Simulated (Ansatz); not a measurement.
**TiC: equilibrium volume by level of theory**

**What was measured.** The equilibrium volume of TiC (Fm-3m) is reported as 10.09 Å³/atom at 300 K (pmc:8230697, doi:10.3390/ma14123222). The runs below try to reproduce it.

It takes space group Fm-3m (No. 225, cubic). The conventional cell has a = 4.331 Å, b = 4.331 Å, c = 4.331 Å, α = 90.00°, β = 90.00°, γ = 90.00°. Ti (site symmetry m-3m) has 6 C at 2.17 Å as nearest neighbours. C (site symmetry m-3m) has 6 Ti at 2.17 Å as nearest neighbours.

| rung | level | program and potentials | cutoff (eV) | k mesh | smearing | task | core time | chip | equilibrium volume (Å³/atom) | miss | notes |
| --- | --- | --- | --- | --- | --- | --- | --- | --- | --- | --- | --- |
| GGA + dispersion | RPBE+D4 | Ansatz, Ansatz PAW | 420 | 11 × 11 × 11 | fermi-dirac 0.05 | relaxation of cell and atoms | 3 s | Intel Xeon 6975P-C Granite Rapids | 9.92 | -1.7 % | potentials made for PBE, which Ansatz adapts in part |
| GGA + dispersion | BLYP+D3(BJ) | Ansatz, Ansatz PAW | 420 | 11 × 11 × 11 | fermi-dirac 0.05 | relaxation of cell and atoms | 3.5 s | Intel Xeon 6975P-C Granite Rapids | 9.82 | -2.7 % | potentials made for PBE, which Ansatz adapts in part |
| GGA | PBEsol | Ansatz, Ansatz PAW | 420 | 11 × 11 × 11 | fermi-dirac 0.05 | relaxation of cell and atoms | 4.3 s | Intel Xeon Platinum 8259CL Skylake/Cascade Lake | 9.89 | -2.0 % | potentials made for PBE, which Ansatz adapts in part |
| GGA + dispersion | PBE+D3(BJ) | Ansatz, Ansatz PAW | 420 | 11 × 11 × 11 | fermi-dirac 0.05 | relaxation of cell and atoms | 4.7 s | Arm Neoverse V1 | 9.88 | -2.1 % | - |
| GGA | BPBE | Ansatz, Ansatz PAW | 420 | 11 × 11 × 11 | fermi-dirac 0.05 | equation of state | 7.2 s | Arm Neoverse V2 | 10.17 | +0.8 % | potentials made for PBE, which Ansatz adapts in part |
| meta-GGA + U (6 eV) | r2SCAN+U (Ti d U = 6 eV, fll (the default)) | Ansatz, Ansatz PAW | 500 | 11 × 11 × 11 | fermi-dirac 0.05 | relaxation of cell and atoms | 15 s | Arm Neoverse V1 | 10.63 | +5.4 % | potentials made for PBE, which Ansatz adapts in part |
| GGA | PBE | Ansatz, PseudoDojo standard | 1143 | 11 × 11 × 11 | fermi-dirac 0.05 | equation of state | 26 s | Arm Neoverse V1 | 10.17 | +0.8 % | - |
| hybrid | HISS | Ansatz, Ansatz PAW | 420 | 6 × 6 × 6 | fermi-dirac 0.05 | equation of state | 2 min | Arm Neoverse V2 | 9.89 | -2.0 % | coarse mesh; potentials made for PBE, which Ansatz adapts in part |

Times are single runs on shared hosts and different chips, so they are rough; meshes, cutoffs and the tasks' sizes weigh on the time. All rows: no spin polarisation. Smearing widths are in eV. For a metal such meshes aren't converged. Meshes differ between rows, which moves values too. Meshes are those of the run's cell of 2 atoms unless a note names another. Relaxations start from the cell shown or near it and stop with a little pressure left. The cell shown, of 10.16 Å³ an atom, is the runs' start and not the measured value. Misses use the values as printed. Runs on faulty files, with rough fits or with known faults for this quantity aren't shown. No row holds spin-orbit coupling.

By rung: GGA + dispersion 9.82 to 9.92; GGA 9.89 to 10.17; meta-GGA + U (6 eV) 10.63; hybrid on coarse meshes 9.89 (Å³/atom). Measured: 10.09 Å³/atom at 300 K (pmc:8230697, doi:10.3390/ma14123222). Closest, coarse meshes and atomic bases left aside, is BPBE (+0.8 %), and PBE misses by +0.8 % on plain settings. The runs are for a static lattice, while measurements hold temperature and zero-point motion.

The plain gradient functionals PBE and BPBE agree at 10.17 Å³/atom, slightly above experiment, while PBEsol and all three dispersion-corrected runs fall below it. TiC is held together mainly by covalent Ti 3d–C 2p bonds, with an ionic and a metallic share, so its volume depends on how a functional balances bonding against short-range repulsion. PBEsol's weaker gradient enhancement favours denser solids. The contraction from PBE to PBE+D3(BJ) suggests that pairwise dispersion adds too much attraction in a carbide whose conduction electrons screen such forces.

The outlier is r2SCAN+U at 10.63 Å³/atom. A large U on broad, strongly hybridised d states probably weakens the p–d bonding and expands the lattice, though without an r2SCAN run lacking U, the functional's own share remains open.

Zero-point and thermal expansion would raise the static volumes, moving PBE further from experiment and PBEsol closer, so the ranking of these two isn't settled. Carbon vacancies, common in TiC, could also shift the measured volume.
